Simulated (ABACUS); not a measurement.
**Ru: single point with PBE**

Crystal: Ru.

```
CELL_PARAMETERS angstrom
2.70580 0.00000 0.00000
-1.35290 2.34329 0.00000
0.00000 0.00000 4.28190
ATOMIC_POSITIONS crystal
Ru 0.67236 0.34385 0.74518
Ru 0.32157 0.68043 0.24367
```

The cell isn't the ideal one: atoms moved at random, drawn with an rms of 0.05 Å.

```
Program                                       : ABACUS 3.10.1
Task                                          : single point
Functional                                    : PBE
Potentials or basis                           : PseudoDojo NC SR 0.4.1 PBE standard
Cutoff                                        : 1361 eV
Density cutoff                                : 5442 eV
Basis                                         : DZP LCAO (the cutoffs set its grid)
k mesh                                        : 11 × 11 × 6
Occupations                                   : fermi-dirac, width 0.05 eV
Spin                                          : no spin polarisation
Orbital files                                 : Ru Ru_confined-atom_7au_3s2p2d1f.orb
Radial cutoff of the potentials (pseudo_rcut) : 10 bohr
SCF threshold on the density                  : 1e-07
Max SCF steps                                 : 100
Eigensolver                                   : genelpa
Mixing                                        : broyden
Mixing share                                  : 0.7
Symmetry key                                  : 1
```

```json
{"Pressure": "6.6 GPa", "Largest force": "0.355 eV/Å", "Band gap on the k mesh": "none (metal or under the smearing width)"}
```

Forces on the atoms (eV/Å):
```
Ru  -0.341  0.049 -0.087
Ru   0.341 -0.049  0.087
```

Stress tensor (GPa, compression positive):
```
 6.17  1.09  0.05
 1.09  6.58 -0.01
 0.05 -0.01  6.90
```

Run time: 13 s on 4 MPI ranks on AMD EPYC 7B13 (Zen 3) (shared host), peak memory 0.48 GiB a rank.

Caveat: the atomic orbitals were generated for these runs and aren't a published set; the basis of atomic orbitals isn't converged, which shifts pressures, moduli and gaps.
